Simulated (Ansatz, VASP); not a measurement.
**One calculation of CdSe, two programs**

```xyz
2
Lattice="0.0000 3.0906 3.0906 3.0906 0.0000 3.0906 3.0906 3.0906 0.0000" Properties=species:S:1:pos:R:3 pbc="T T T"
Cd    0.0000    0.0000    0.0000
Se    1.5453    1.5453    1.5453
```

Change from the starting cell: volume scaled by 1.02.

Alike in both runs: task single point; functional PBE; k mesh 8 × 8 × 8; occupations fermi-dirac, width 0.05 eV; no spin polarisation.

|  | VASP | Ansatz |
| --- | --- | --- |
| version | VASP 6.6.1 | Ansatz 0.2.0 |
| potentials or method | VASP PAW PBE potentials, release 64 (Cd, Se), cutoff 520 eV | all-electron LAPW, scalar-relativistic |

|  | VASP | Ansatz | Ansatz less VASP |
| --- | --- | --- | --- |
| gap on the k mesh at the Fermi level (eV) | 0.51 | 0.51 | +0.001 |
| least direct gap on the mesh (eV) | 0.51 | 0.51 | +0.001 |
| pressure (GPa) | 0.6 | 0.3 | -0.24 |

Ansatz ran all-electron here, so the differences hold the error of VASP's frozen core and of both bases.
